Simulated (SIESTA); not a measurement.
The system is GaSb.

```xyz
2
Lattice="0.0000 3.0590 3.0590 3.0590 0.0000 3.0590 3.0590 3.0590 0.0000" Properties=species:S:1:pos:R:3 pbc="T T T"
Sb    4.5885    4.5885    4.5885
Ga    0.0000    0.0000    0.0000
```

Program: SIESTA 5.4.2. Alike in all runs: task band structure; no spin polarisation; cell as given; k mesh 8 × 8 × 8; smearing fermi-dirac 0.05 eV; grid cutoff 800 Ry; energy shift 0.003 Ry.

Problem. Order these runs on this cell by their pressure, lowest first.
A. level BLYP; potentials or basis PseudoDojo 0.4 standard (PBE files), DZP (energy shift 0.003 Ry; two zetas on semicore shells)
B. level LDA; potentials or basis PseudoDojo 0.4 standard (LDA files), DZP (energy shift 0.003 Ry; two zetas on semicore shells)
C. level PBEsol; potentials or basis PseudoDojo 0.4 standard (PBEsol files), DZP (energy shift 0.003 Ry; two zetas on semicore shells)

Solution. B (-1.6 GPa), C (0.1 GPa), A (5.4 GPa).

Caveats: the basis of atomic orbitals isn't converged, which shifts pressures, moduli and gaps; the potentials were made for another functional, which shifts forces and pressure (some runs).
